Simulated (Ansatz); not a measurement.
Crystal: WC.

```xyz
2
Lattice="0.0000 2.1927 2.1927 2.1927 0.0000 2.1927 2.1927 2.1927 0.0000" Properties=species:S:1:pos:R:3 pbc="T T T"
W     0.0000    0.0000    0.0000
C     2.1927    2.1927    2.1927
```

Measurements of this composition are mostly on another form, of space group No. 187.

Base run:

| Item | Value |
| --- | --- |
| Program | Ansatz 0.2.0 |
| Functional | LDA |
| Potentials or basis | Ansatz PAW |
| Cutoff | 420 eV (not typed: the program's choice for these potentials) |
| k mesh | 10 × 10 × 10 |
| Occupations | fermi-dirac, width 0.05 eV |
| Spin | no spin polarisation |

Its results: band gap on the k mesh none (metal or under the smearing width); pressure -16.1 GPa.

Question: The run is repeated on the same cell with these changes: functional from LDA to r2SCAN; cutoff from 420 eV (not typed: the program's choice for these potentials) to 500 eV (not typed: the program's choice for these potentials). What comes out?

Answer: Band gap on the k mesh none (metal or under the smearing width); pressure -5.4 GPa.

Caveats: spin-orbit coupling is left out, which moves the levels of the heavy elements; the PAW data sets come from PBE, with cores solved anew for the run's functional, which leaves a small shift of forces and pressure.
